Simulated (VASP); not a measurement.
# SiO2 in VASP: one cell, several levels of theory, part 2 of 2

VASP 6.6.1, plane waves, PAW. The steps go on from the part before.

## 4. LDA at this geometry

INCAR

```
ENCUT = 520.000000
SIGMA = 0.010000
EDIFF = 1.00e-07
GGA = CA
PREC = Accurate
IBRION = -1
ISIF = 2
ISMEAR = 0
NBANDS = 25
NELM = 120
NSW = 0
LASPH = .TRUE.
LCHARG = .TRUE.
LELF = .TRUE.
LWAVE = .FALSE.
LREAL = .FALSE.
```

KPOINTS

```
KPOINTS created by Atomic Simulation Environment
0
Gamma
6 6 10
0 0 0
```

KPOINTS_OPT

```
special points
6
Reciprocal
0.0000000000 0.0000000000 0.0000000000 1
0.0000000000 0.5000000000 0.0000000000 1
0.5000000000 0.5000000000 0.0000000000 1
0.0000000000 0.0000000000 0.5000000000 1
0.0000000000 0.5000000000 0.5000000000 1
0.5000000000 0.5000000000 0.5000000000 1
```

POSCAR

```
Si O
 1.0000000000000000
     4.1851888035665503    0.0000000000000000   -0.0000000000000000
    -0.0000000000000000    4.1851888035665503   -0.0000000000000000
    -0.0000000000000000   -0.0000000000000000    2.6688398892931899
 Si  O
   2   4
Cartesian
  0.0000000000000000  0.0000000000000000  0.0000000000000000
  2.0925944017832747  2.0925944017832747  1.3344199446465950
  1.2810905169717908  1.2810905169717908 -0.0000000000000000
  0.8115038848114841  3.3736849187550662  1.3344199446465950
  3.3736849187550662  0.8115038848114841  1.3344199446465950
  2.9040982865947589  2.9040982865947589 -0.0000000000000000
```

The run uses the recommended LDA PAW datasets (32 valence electrons a neutral cell).

Run with:

```console
> mpirun -np 1 vasp_std
```

Printed to the terminal (iteration lines stand in OSZICAR):

```text
POSCAR found type information on POSCAR SiO
 POSCAR found :  2 types and       6 ions
 LDA part: xc-table for (Slater(with rela. corr.)+CA(PZ))
 , standard interpolation
 POSCAR, INCAR and KPOINTS ok, starting setup
 FFT: planning ... GRIDC
 FFT: planning ... GRID_SOFT
 FFT: planning ... GRID
 WAVECAR not read
 entering main loop
 Start KPOINTS_OPT (optional k-point list driver)
k-point batch [1-6\6]
```

OSZICAR:

```text
N       E                     dE             d eps       ncg     rms          rms(c)
DAV:   1     0.129291495578E+03    0.12929E+03   -0.17697E+04  3024   0.123E+03
DAV:   2    -0.499096633625E+02   -0.17920E+03   -0.17173E+03  3825   0.277E+02
DAV:   3    -0.567981552198E+02   -0.68885E+01   -0.68569E+01  3987   0.516E+01
DAV:   4    -0.568431918557E+02   -0.45037E-01   -0.45022E-01  3530   0.487E+00
DAV:   5    -0.568435506415E+02   -0.35879E-03   -0.35872E-03  4052   0.417E-01    0.178E+01
DAV:   6    -0.520379403231E+02    0.48056E+01   -0.13497E+01  3843   0.244E+01    0.850E+00
DAV:   7    -0.519989662815E+02    0.38974E-01   -0.75407E-01  3700   0.494E+00    0.299E+00
DAV:   8    -0.519682670999E+02    0.30699E-01   -0.30113E-02  3805   0.145E+00    0.105E+00
DAV:   9    -0.519624975902E+02    0.57695E-02   -0.54815E-03  3816   0.576E-01    0.207E-01
DAV:  10    -0.519624968317E+02    0.75851E-06   -0.21562E-04  3852   0.108E-01    0.718E-02
DAV:  11    -0.519624966463E+02    0.18545E-06   -0.20205E-05  3825   0.315E-02    0.209E-02
DAV:  12    -0.519624965369E+02    0.10934E-06   -0.89642E-07  3810   0.751E-03    0.798E-03
DAV:  13    -0.519624964530E+02    0.83887E-07   -0.53473E-07  3816   0.514E-03
   1 F= -.51962496E+02 E0= -.51962496E+02  d E =-.263253E-14
       N       E                     dE             ncg
DAV:   1     0.418307048088E+04   -0.47567E+04      308
DAV:   2     0.318448873218E+04   -0.99858E+03      372
DAV:   3     0.314359009684E+04   -0.40899E+02      391
DAV:   4     0.314328515694E+04   -0.30494E+00      367
DAV:   5     0.314328234417E+04   -0.28128E-02      400
DAV:   6     0.314328229614E+04   -0.48028E-04      392
DAV:   7     0.314328229504E+04   -0.11046E-05      384
DAV:   8     0.314328229501E+04   -0.27714E-07      288
```

From OUTCAR:

```text
k-points           NKPTS =     60   k-points in BZ     NKDIM =     60   number of bands    NBANDS=     25

   NELECT =      32.0000    total number of electrons

   dimension x,y,z NGX =    32 NGY =   32 NGZ =   20
   dimension x,y,z NGXF=    64 NGYF=   64 NGZF=   40

  energy-cutoff  :      520.00
  volume of cell :       46.75
      direct lattice vectors                 reciprocal lattice vectors
     4.185188804  0.000000000  0.000000000     0.238937847  0.000000000  0.000000000
     0.000000000  4.185188804  0.000000000     0.000000000  0.238937847  0.000000000
     0.000000000  0.000000000  2.668839889     0.000000000  0.000000000  0.374694639

 k-points in reciprocal lattice and weights: KPOINTS created by Atomic Simulation Env
   0.00000000  0.00000000  0.00000000       0.003
   0.16666667  0.00000000  0.00000000       0.011
   0.33333333  0.00000000  0.00000000       0.011
   0.50000000  0.00000000  0.00000000       0.006
   0.16666667  0.16666667  0.00000000       0.011
   0.33333333  0.16666667  0.00000000       0.022
   0.50000000  0.16666667  0.00000000       0.011
   0.33333333  0.33333333  0.00000000       0.011
[... 52 more k-points ...]

 E-fermi :   8.0889

 k-point     1 :       0.0000    0.0000    0.0000
  band No.  band energies     occupation
      1     -14.3381      2.00000
      2     -10.6079      2.00000
      3     -10.6079      2.00000
      4     -10.3881      2.00000
      5      -2.8458      2.00000
      6       1.5356      2.00000
      7       1.5356      2.00000
      8       1.6771      2.00000
      9       2.5999      2.00000
     10       2.8800      2.00000
     11       4.8735      2.00000
     12       4.8735      2.00000
     13       5.4891      2.00000
     14       7.1465      2.00000
     15       7.1465      2.00000
     16       8.0415      2.00000
     17      13.5829      0.00000
     18      14.4693      0.00000
     19      16.3381      0.00000
     20      16.3381      0.00000
     21      18.7532      0.00000
     22      19.4283      0.00000
     23      21.9969      0.00000
     24      21.9969      0.00000
     25      23.5081      0.00000

 k-point     2 :       0.1667    0.0000    0.0000
  band No.  band energies     occupation
      1     -14.1907      2.00000
      2     -11.3052      2.00000
      3     -10.5319      2.00000
      4     -10.0044      2.00000
      5      -2.6604      2.00000
      6       0.7899      2.00000
      7       1.5870      2.00000
      8       2.2317      2.00000
      9       2.7100      2.00000
     10       3.4598      2.00000
     11       4.6101      2.00000
     12       4.9365      2.00000
     13       5.5352      2.00000
     14       6.5586      2.00000
     15       7.0975      2.00000
     16       7.8220      2.00000
     17      14.0078      0.00000
     18      14.7160      0.00000
     19      16.3808      0.00000
     20      16.4237      0.00000
     21      19.2127      0.00000
     22      19.6495      0.00000
     23      21.2576      0.00000
     24      21.4252      0.00000
     25      23.2744      0.00000

 k-point     3 :       0.3333    0.0000    0.0000
  band No.  band energies     occupation
      1     -13.7595      2.00000
      2     -12.2206      2.00000
      3     -10.3279      2.00000
      4      -9.9057      2.00000
      5      -2.1421      2.00000
      6      -0.3353      2.00000
      7       2.2810      2.00000
      8       3.0269      2.00000
      9       3.1784      2.00000
     10       3.9768      2.00000
     11       4.0777      2.00000
     12       5.1056      2.00000
     13       5.2573      2.00000
     14       5.4938      2.00000
     15       6.9833      2.00000
     16       7.3014      2.00000
     17      14.9022      0.00000
     18      15.3345      0.00000
     19      16.6086      0.00000
     20      16.7424      0.00000
     21      19.1130      0.00000
     22      19.8631      0.00000
     23      20.2892      0.00000
     24      21.5958      0.00000
     25      22.6596      0.00000

[... the tables of k-points 4 to 60 left out ...]

  Total       -1.3401929     -1.3401929     -0.9005267      0.0000000      0.0000000      0.0000000
  in kB      -45.9330478    -45.9330478    -30.8641649      0.0000000      0.0000000      0.0000000
  external PRESSURE =     -40.9100868 kB  Pullay stress =       0.0000000 kB

 POSITION                                       TOTAL-FORCE (eV/Angst)
 -----------------------------------------------------------------------------------
      0.00000      0.00000      0.00000        -0.000000      0.000000      0.000000
      2.09259      2.09259      1.33442        -0.000000      0.000000      0.000000
      1.28109      1.28109      0.00000         0.001848      0.001848      0.000000
      0.81150      3.37368      1.33442        -0.001848      0.001848      0.000000
      3.37368      0.81150      1.33442         0.001848     -0.001848     -0.000000
      2.90410      2.90410      0.00000        -0.001848     -0.001848     -0.000000
 -----------------------------------------------------------------------------------
    total drift:                                0.000000     -0.000000      0.000000

  FREE ENERGIE OF THE ION-ELECTRON SYSTEM (eV)
  ---------------------------------------------------
  free  energy   TOTEN  =       -51.9624964530 eV

  energy  without entropy=      -51.9624964530  energy(sigma->0) =      -51.96249645
```

Hardware: 1 MPI rank of Intel Xeon Platinum 8488C, shared host.

The levels at the points of KPOINTS_OPT are read from vasprun.xml.

Near the gap, in eV above the top of the last filled band v; c is the band after it:

```csv
point,v−1,v,c,c+1
Γ,-0.89,0.00,5.54,6.43
X,-1.08,-1.08,7.57,7.57
M,-2.31,-2.31,7.22,7.22
Z,-2.71,-2.71,8.84,8.84
R,-1.78,-1.78,8.54,8.54
A,-1.56,-1.56,6.99,6.99
```

The LDA gap is 5.54 eV, direct at Γ. Pressure: -4.09 GPa; the forces vanish within 0.01 eV/Å.

Density in a lattice plane of the grid's cell (edges 4.19 and 4.19 Å, at 0.000 of the third edge), which holds Si and O.

Ten even steps from '0' (-0.16 e/Å³) to '9' (7.74 e/Å³):
```
000000000000000000000000
000000000000000001110000
000000000000001122211100
000000000000012345431100
000000000000013688642100
000000000000124799853100
000000000000124689752100
000000000000012455431000
000000000000011222211000
000000011100000111000000
000011222211000000000000
000013455421000000000000
000125798642100000000000
000135899742100000000000
000124688631000000000000
000113454321000000000000
000111222110000000000000
000001110000000000000000
000000000000000000000000
000000000000000000000000
```
Columns run along the first of these edges and rows up along the second, over one cell in 24 and 20 even steps from the bottom left corner. Atoms in the plane (fractional): Si at (0.00, 0.00), O at (0.31, 0.31), O at (0.69, 0.69).

ELF in the same plane.

Ten even steps from ' ' (0.02) to '@' (0.86):
```
      ........            ..::----========--..  
    ..........          ::==**####%%%%%%##**==..
......::....          ..++##@@@@@@@@@@@@@@%%**--
............          --##@@@@@@@@@@@@@@@@@@##==
........            ..==%%@@@@%%****##@@@@@@##--
..                  ..==%%@@@@##====**%%@@@@##--
                    ..--**%%%%##++++##@@@@@@**--
                    ..::==##%%%%%%%%@@@@@@%%++::
        ..::------::....::==##%%@@@@@@@@%%##--..
    ..--++##%%%%##++--......--++##%%%%##++--..  
  ..--##%%@@@@@@@@%%##==::....::------::..      
  ::++%%@@@@@@%%%%%%%%##==::..                  
  --**@@@@@@##++++##%%%%**--..                  
..--##@@@@%%**====##@@@@%%==..                  
..--##@@@@@@##****%%@@@@%%==..            ......
..==##@@@@@@@@@@@@@@@@@@##--          ..........
..--**%%@@@@@@@@@@@@@@##++..          ....::....
  ..==**##%%%%%%####**==::          ..........  
    ..--========----::..            ........    
      ..........                  ..........    
```
Columns run along the first of these edges and rows up along the second, over one cell in 24 and 20 even steps from the bottom left corner. Atoms in the plane (fractional): Si at (0.00, 0.00), O at (0.31, 0.31), O at (0.69, 0.69).

Both are smooth fields of the valence electrons: close to the nuclei they are not physical.

Maxima of ELF outside the ion cores: 0.87 on the O–Si line, 0.7 Å from O; 0.85 beside O, off the lines to its neighbours, 0.6 Å from O.

## 5. Single point with PBEsol

INCAR, as its differences from that of step 4:

```diff
@@ -3,3 +3,3 @@
 EDIFF = 1.00e-07
-GGA = CA
+GGA = PS
 PREC = Accurate
```

KPOINTS is that of step 4.

KPOINTS_OPT is that of step 4.

POSCAR is that of step 4.

Potentials: the recommended PBE PAW datasets, 32 valence electrons in the neutral cell.

Run with:

```console
> mpirun -np 1 vasp_std
```

Standard output, without the iteration lines:

```text
POSCAR found type information on POSCAR SiO
 POSCAR found :  2 types and       6 ions
 -----------------------------------------------------------------------------
|                                                                             |
|                                                                             |
|     You enforced a specific xc type in the INCAR file but a different       |
|     I HOPE YOU KNOW WHAT YOU ARE DOING!                                     |
|                                                                             |
 -----------------------------------------------------------------------------

 LDA part: xc-table for (Slater+PW92), standard interpolation
 POSCAR, INCAR and KPOINTS ok, starting setup
 FFT: planning ... GRIDC
 FFT: planning ... GRID_SOFT
 FFT: planning ... GRID
 WAVECAR not read
 entering main loop
 Start KPOINTS_OPT (optional k-point list driver)
k-point batch [1-6\6]
```

OSZICAR:

```text
N       E                     dE             d eps       ncg     rms          rms(c)
DAV:   1     0.134680651327E+03    0.13468E+03   -0.17697E+04  3016   0.124E+03
DAV:   2    -0.460981026012E+02   -0.18078E+03   -0.17314E+03  3834   0.278E+02
DAV:   3    -0.531460715472E+02   -0.70480E+01   -0.70147E+01  3971   0.521E+01
DAV:   4    -0.531912029903E+02   -0.45131E-01   -0.45115E-01  3538   0.485E+00
DAV:   5    -0.531915497574E+02   -0.34677E-03   -0.34670E-03  4048   0.406E-01    0.171E+01
DAV:   6    -0.490026720764E+02    0.41889E+01   -0.11571E+01  3819   0.227E+01    0.817E+00
DAV:   7    -0.489879563086E+02    0.14716E-01   -0.63490E-01  3767   0.464E+00    0.298E+00
DAV:   8    -0.489791402145E+02    0.88161E-02   -0.23953E-02  3789   0.134E+00    0.996E-01
DAV:   9    -0.489791929726E+02   -0.52758E-04   -0.54962E-03  3923   0.620E-01    0.252E-01
DAV:  10    -0.489792818064E+02   -0.88834E-04   -0.25609E-04  3723   0.118E-01    0.441E-02
DAV:  11    -0.489792756950E+02    0.61115E-05   -0.38634E-05  3933   0.446E-02    0.945E-03
DAV:  12    -0.489792756752E+02    0.19791E-07   -0.26336E-06  3613   0.121E-02    0.239E-03
DAV:  13    -0.489792757762E+02   -0.10103E-06   -0.23354E-07  3549   0.341E-03    0.275E-03
DAV:  14    -0.489792757602E+02    0.16038E-07   -0.72835E-09  2324   0.586E-04
   1 F= -.48979276E+02 E0= -.48979276E+02  d E =-.182223E-15
       N       E                     dE             ncg
DAV:   1     0.422203883638E+04   -0.47177E+04      300
DAV:   2     0.319104226258E+04   -0.10310E+04      388
DAV:   3     0.314951687717E+04   -0.41525E+02      391
DAV:   4     0.314922579708E+04   -0.29108E+00      366
DAV:   5     0.314922322972E+04   -0.25674E-02      392
DAV:   6     0.314922318726E+04   -0.42466E-04      398
DAV:   7     0.314922318630E+04   -0.95635E-06      375
DAV:   8     0.314922318628E+04   -0.24219E-07      294
```

From OUTCAR:

```text
k-points           NKPTS =     60   k-points in BZ     NKDIM =     60   number of bands    NBANDS=     25

   NELECT =      32.0000    total number of electrons

   dimension x,y,z NGX =    32 NGY =   32 NGZ =   20
   dimension x,y,z NGXF=    64 NGYF=   64 NGZF=   40

  energy-cutoff  :      520.00
  volume of cell :       46.75
      direct lattice vectors                 reciprocal lattice vectors
     4.185188804  0.000000000  0.000000000     0.238937847  0.000000000  0.000000000
     0.000000000  4.185188804  0.000000000     0.000000000  0.238937847  0.000000000
     0.000000000  0.000000000  2.668839889     0.000000000  0.000000000  0.374694639

 k-points in reciprocal lattice and weights: KPOINTS created by Atomic Simulation Env
   0.00000000  0.00000000  0.00000000       0.003
   0.16666667  0.00000000  0.00000000       0.011
   0.33333333  0.00000000  0.00000000       0.011
   0.50000000  0.00000000  0.00000000       0.006
   0.16666667  0.16666667  0.00000000       0.011
   0.33333333  0.16666667  0.00000000       0.022
   0.50000000  0.16666667  0.00000000       0.011
   0.33333333  0.33333333  0.00000000       0.011
[... 52 more k-points ...]

 E-fermi :   8.1644

 k-point     1 :       0.0000    0.0000    0.0000
  band No.  band energies     occupation
      1     -14.4223      2.00000
      2     -10.7515      2.00000
      3     -10.7515      2.00000
      4     -10.5256      2.00000
      5      -2.7953      2.00000
      6       1.6286      2.00000
      7       1.6286      2.00000
      8       1.7846      2.00000
      9       2.6958      2.00000
     10       2.9708      2.00000
     11       4.9653      2.00000
     12       4.9653      2.00000
     13       5.5859      2.00000
     14       7.2286      2.00000
     15       7.2286      2.00000
     16       8.1142      2.00000
     17      13.6249      0.00000
     18      14.6378      0.00000
     19      16.4458      0.00000
     20      16.4458      0.00000
     21      18.9768      0.00000
     22      19.6435      0.00000
     23      22.2263      0.00000
     24      22.2263      0.00000
     25      23.7228      0.00000

 k-point     2 :       0.1667    0.0000    0.0000
  band No.  band energies     occupation
      1     -14.2762      2.00000
      2     -11.4286      2.00000
      3     -10.6770      2.00000
      4     -10.1583      2.00000
      5      -2.6032      2.00000
      6       0.8807      2.00000
      7       1.6800      2.00000
      8       2.3310      2.00000
      9       2.8059      2.00000
     10       3.5534      2.00000
     11       4.7035      2.00000
     12       5.0284      2.00000
     13       5.6304      2.00000
     14       6.6321      2.00000
     15       7.1784      2.00000
     16       7.8935      2.00000
     17      14.0672      0.00000
     18      14.8853      0.00000
     19      16.4977      0.00000
     20      16.5309      0.00000
     21      19.4272      0.00000
     22      19.8660      0.00000
     23      21.4682      0.00000
     24      21.6405      0.00000
     25      23.4933      0.00000

 k-point     3 :       0.3333    0.0000    0.0000
  band No.  band energies     occupation
      1     -13.8489      2.00000
      2     -12.3283      2.00000
      3     -10.4774      2.00000
      4     -10.0644      2.00000
      5      -2.0713      2.00000
      6      -0.2477      2.00000
      7       2.3622      2.00000
      8       3.1227      2.00000
      9       3.2724      2.00000
     10       4.0734      2.00000
     11       4.1724      2.00000
     12       5.1978      2.00000
     13       5.3218      2.00000
     14       5.5875      2.00000
     15       7.0609      2.00000
     16       7.3709      2.00000
     17      14.9947      0.00000
     18      15.5016      0.00000
     19      16.7158      0.00000
     20      16.8695      0.00000
     21      19.3052      0.00000
     22      20.0490      0.00000
     23      20.5095      0.00000
     24      21.8123      0.00000
     25      22.8971      0.00000

[... the tables of k-points 4 to 60 left out ...]

  Total        0.7915272      0.7915272      1.4062714     -0.0000000      0.0000000      0.0000000
  in kB       27.1283749     27.1283749     48.1977867     -0.0000000      0.0000000      0.0000000
  external PRESSURE =      34.1515122 kB  Pullay stress =       0.0000000 kB

 POSITION                                       TOTAL-FORCE (eV/Angst)
 -----------------------------------------------------------------------------------
      0.00000      0.00000      0.00000        -0.000000      0.000000      0.000000
      2.09259      2.09259      1.33442        -0.000000      0.000000      0.000000
      1.28109      1.28109      0.00000        -0.064530     -0.064530      0.000000
      0.81150      3.37368      1.33442         0.064530     -0.064530      0.000000
      3.37368      0.81150      1.33442        -0.064530      0.064530     -0.000000
      2.90410      2.90410      0.00000         0.064530      0.064530     -0.000000
 -----------------------------------------------------------------------------------
    total drift:                                0.000000     -0.000000      0.000000

  FREE ENERGIE OF THE ION-ELECTRON SYSTEM (eV)
  ---------------------------------------------------
  free  energy   TOTEN  =       -48.9792757602 eV

  energy  without entropy=      -48.9792757602  energy(sigma->0) =      -48.97927576
```

Hardware: 1 MPI rank of Intel Xeon Platinum 8488C, shared host.

The levels at the points of KPOINTS_OPT are read from vasprun.xml.

Near the gap, in eV above the top of the last filled band v; c is the band after it:

```csv
point,v−1,v,c,c+1
Γ,-0.89,0.00,5.51,6.52
X,-1.08,-1.08,7.62,7.62
M,-2.30,-2.30,7.30,7.30
Z,-2.71,-2.71,8.98,8.98
R,-1.78,-1.78,8.66,8.66
A,-1.56,-1.56,7.06,7.06
```

Gap with PBEsol: 5.51 eV, direct (Γ). The pressure is 3.42 GPa, and the largest force is 0.091 eV/Å, on atom 3 (O).

## 6. What came out

What follows sums up all 2 parts.

```
 level  gap (eV)  pressure (GPa)  largest force (eV/Å)  Ansatz: gap (eV)  Ansatz: pressure (GPa)  Ansatz: force (eV/Å)
   PBE      5.54            9.76                 0.100              5.56                    9.59                 0.083
r2SCAN      6.51            0.40                 0.021              6.51                    0.00                 0.000
   LDA      5.54           -4.09                 0.003              5.53                   -5.15                 0.042
PBEsol      5.51            3.42                 0.091              5.50                    2.69                 0.055
```

The gap spans 5.51 eV (PBEsol) to 6.51 eV (r2SCAN). At this one volume the pressure spans -4.1 GPa (LDA) to 9.8 GPa (PBE): PBE wants the largest cell and LDA the smallest. Forces up to 0.10 eV/Å (PBE) show atoms off their equilibrium places at that level; the least is 0.003 eV/Å (LDA). The two programs agree on the gap within 0.02 eV, far less than the spread between functionals. Each program uses its own PAW datasets and cutoff. LDA means the Perdew–Zunger form in VASP and the Perdew–Wang form in Ansatz.
